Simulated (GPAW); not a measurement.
Here is a GPAW 26.7.0 calculation.

Contents of run.py:

```python
from ase.dft.bandgap import bandgap
from ase.io import read, write
from ase.units import GPa
from gpaw import GPAW, PW

atoms = read('POSCAR')

calc = GPAW(mode=PW(600),
            xc='PBE',
            kpts={'size': (8, 8, 8), 'gamma': True},
            occupations={'name': 'methfessel-paxton', 'order': 0, 'width': 0.017},
            nbands=18,
            convergence={'density': 1e-05, 'energy': 1e-05},
            maxiter=150,
            txt='gpaw.txt')
atoms.calc = calc
energy = atoms.get_potential_energy()
forces = atoms.get_forces()
stress = atoms.get_stress()
calc.write('gs.gpw')
write('result.traj', atoms)
print(f'Energy: {energy:.6f} eV')
print('Forces (eV/A):')
print(forces.round(4))
print('Stress (GPa):', (stress / GPa).round(3))
print('Fermi level:', round(calc.get_fermi_level(), 4), 'eV')
print(f'Gap: {bandgap(calc)[0]:.4f} eV, direct: {bandgap(calc, direct=True)[0]:.4f} eV')
```

POSCAR

```
InP
1.0
    0.0000000000      2.9305000000      2.9305000000
    2.9305000000      0.0000000000      2.9305000000
    2.9305000000      2.9305000000      0.0000000000
In P
1 1
Direct
    0.0000000000      0.0000000000      0.0000000000
    0.7500000000      0.7500000000      0.7500000000
```

Potentials or basis: GPAW PAW data sets (gpaw-data 1.2.1), pw.

Command:

```sh
$ OMP_NUM_THREADS=1 python run.py
```

(1) Predict the pressure.

(2) What does it give for the band gap on the k mesh?

## Answers

(1) 3.0 GPa.

(2) 0.71 eV, direct.

Caveat: spin-orbit coupling is left out, which moves the levels of the heavy elements.

**The experiment to reproduce.**

From a printed reference work, data compilation, for a bulk crystal of InP at 1.6 K: band gap 1.4236 eV (direct).

A measured gap of InP is 1.4236 eV (direct; 1.6 K; a printed reference work, data compilation); the calculated 0.71 eV misses it by -0.71 eV. Spin-orbit coupling on In is left out. The value is that of PBE, without temperature or zero-point motion. Semilocal functionals fall short of measured gaps as a rule.
